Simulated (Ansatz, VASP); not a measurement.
One calculation of AlCu2, two programs

INCAR

```
SYSTEM = AlCu2
PREC = Accurate
ENCUT = 600
EDIFF = 1E-7
ISMEAR = 0
SIGMA = 0.1
LREAL = .FALSE.
LASPH = .TRUE.
NELM = 100
ALGO = Normal
ISIF = 3
LWAVE = .FALSE.
LCHARG = .FALSE.
GGA = PE
IBRION = 2
NSW = 100
EDIFFG = -0.01
```

Contents of KPOINTS:

```
Automatic mesh
0
G
  12 12 18
  0 0 0
```

File POSCAR:

```
AlCu2
1.0
    4.1884900937      0.0000000000      0.0000000000
   -2.0942450468      3.6273388246      0.0000000000
    0.0000000000      0.0000000000      2.5676793479
Al Cu
1 2
Direct
    0.0000000000      0.0000000000      0.0000000000
    0.3333333333      0.6666666667      0.5000000000
    0.6666666667      0.3333333333      0.5000000000
```

Input for Ansatz:

```yaml
crystal:
  lattice:
    - [4.1884900937, 0.0, 0.0]
    - [-2.0942450468, 3.6273388246, 0.0]
    - [0.0, 0.0, 2.5676793479]
  atoms:
    - { symbol: Al, position: [0.0, 0.0, 0.0] }
    - { symbol: Cu, position: [0.3333333333, 0.6666666667, 0.5] }
    - { symbol: Cu, position: [0.6666666667, 0.3333333333, 0.5] }
basis:
  ecutwfc: 420
kpoints:
  mp_grid: { grid: [12, 12, 18] }
hamiltonian:
  xc: pbe
scf:
  occupations: { method: gaussian, width: 0.1 }
output:
  forces: true
  stress: true
  eigenvalues: true
relax:
  adjacent_minimum: "off"
  f_tol: 0.01
  max_steps: 80
  cell: { stress_tol: 0.05 }
```

Alike in both runs: task relaxation of cell and atoms; functional PBE; k mesh 12 × 12 × 18; occupations gaussian, width 0.1 eV; no spin polarisation.

|  | VASP | Ansatz |
| --- | --- | --- |
| version | VASP 6.6.1 | Ansatz 0.2.0 |
| potentials or method | VASP PAW PBE potentials, release 64 (Al, Cu) | scalar-relativistic, plane waves, PAW |
| plane-wave cutoff (eV) | 600 | 420 |
| valence electrons in the cell | 25 | 41 |

Ansatz gave:

* gap on the k mesh at the Fermi level, each at its own relaxed structure (eV): none
* relaxed volume (Å³/atom): 13.01
* relaxed cell length with the largest relative difference (Å): 4.169
* energy change over the relaxation (meV/atom): -1

Task: Estimate VASP's values.

Result: gap on the k mesh at the Fermi level, each at its own relaxed structure (eV): none; relaxed volume (Å³/atom): 13.05; relaxed cell length with the largest relative difference (Å): 4.175; energy change over the relaxation (meV/atom): -1.

A gap of «none» marks a metal or a gap that the smearing closes. The two sets of potentials don't hold the same shells in valence.
